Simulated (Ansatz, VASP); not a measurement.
W in VASP and in Ansatz

```xyz
1
Lattice="-1.5823 1.5823 1.5823 1.5823 -1.5823 1.5823 1.5823 1.5823 -1.5823" Properties=species:S:1:pos:R:3 pbc="T T T"
W     0.0000    0.0000    0.0000
```

Alike in both runs: task single point; functional LDA; k mesh 12 × 12 × 12; occupations gaussian, width 0.05 eV; no spin polarisation.

|  | VASP | Ansatz |
| --- | --- | --- |
| version | VASP 6.6.1 | Ansatz 0.2.0 |
| potentials or method | VASP PAW LDA potentials, release 64 (W_sv) | Ansatz PAW |
| plane-wave cutoff (eV) | 520 | 420 |
| valence electrons in the cell | 14 | 14 |

|  | VASP | Ansatz | Ansatz less VASP |
| --- | --- | --- | --- |
| gap on the k mesh at the Fermi level (eV) | none | none | - |
| pressure (GPa) | -7.4 | -9.0 | -1.67 |

A gap of «none» marks a metal or a gap that the smearing closes.

Caveats: the PAW data sets come from PBE, with cores solved anew for the run's functional, which leaves a small shift of forces and pressure (Ansatz). Spin-orbit coupling is left out, which matters for the levels of W.
